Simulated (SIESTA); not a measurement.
A run of SIESTA 5.4.2 is set up as follows.

The input ZnSe.fdf:

```
SystemName                      Stilleite
SystemLabel                     ZnSe
NumberOfSpecies                 2
NumberOfAtoms                   2
%block ChemicalSpeciesLabel
  1  34 Se
  2  30 Zn
%endblock ChemicalSpeciesLabel

LatticeConstant                 1.0 Ang
%block LatticeVectors
     0.0000000000     2.8338000000     2.8338000000
     2.8338000000     0.0000000000     2.8338000000
     2.8338000000     2.8338000000     0.0000000000
%endblock LatticeVectors
AtomicCoordinatesFormat         Fractional
%block AtomicCoordinatesAndAtomicSpecies
     0.7500000000     0.7500000000     0.7500000000  1  Se
     0.0000000000     0.0000000000     0.0000000000  2  Zn
%endblock AtomicCoordinatesAndAtomicSpecies

%block kgrid.MonkhorstPack
    6   0   0  0.0
    0   6   0  0.0
    0   0   6  0.0
%endblock kgrid.MonkhorstPack
XC.Functional                   GGA
XC.Authors                      PBEsol
PAO.BasisSize                   DZP
PAO.EnergyShift                 0.003 Ry
Mesh.Cutoff                     800 Ry
OccupationFunction              FD
ElectronicTemperature           0.05 eV
MaxSCFIterations                120
SCF.MustConverge                false
SCF.Mixer.Method                Pulay
SCF.Mixer.Weight                0.25
SCF.Mixer.History               8
SCF.DM.Tolerance                5.0e-05
SCF.H.Tolerance                 1.0e-03 eV
WriteForces                     true
Charge.Mulliken                 end
MD.TypeOfRun                    Broyden
MD.Steps                        40
MD.MaxForceTol                  0.01 eV/Ang
MD.MaxDispl                     0.1 Ang
WriteCoorStep                   true
AtomCoorFormatOut               Fractional
MD.VariableCell                 true
MD.MaxStressTol                 0.05 GPa
%block PAO.Basis
  Se 4
  n=4 0 2
    5.129 0.000
  n=4 1 2
    6.708 0.000
  n=3 2 2
    2.662 0.000
  n=4 2 1
    6.708
  Zn 5
  n=3 0 2
    2.276 0.000
  n=4 0 2
    6.317 0.000
  n=3 1 2
    2.537 0.000
  n=4 1 1
    6.317
  n=3 2 2
    4.164 0.000
%endblock PAO.Basis
```

Potentials or basis: PseudoDojo 0.4 standard (PBEsol files), DZP (energy shift 0.003 Ry; two zetas on semicore shells).

Command:

```console
$ siesta < ZnSe.fdf > ZnSe.out 2>&1
```

Problem. What does it give for the band gap on the k mesh?

Solution. 1.53 eV, direct.

Problem. What does it give for the space group after relaxing (to 0.05 Å)?

Solution. F-43m (No. 216).

Final structure:
```
Se Zn
1.0
     0.00024    2.82396    2.82396
     2.82396    0.00024    2.82396
     2.82396    2.82396    0.00024
Se Zn
1 1
Direct
  0.75001 0.75001 0.75001
  0.99999 0.99999 0.99999
```

Caveat: short orbitals over semicore shells can move pressures by several GPa; the valence orbitals were made in a potential fitted to the semicore shell under them, which widens gaps by tenths of an eV or more; the basis of atomic orbitals isn't converged, which shifts pressures, moduli and gaps. A k mesh can miss the band edges.
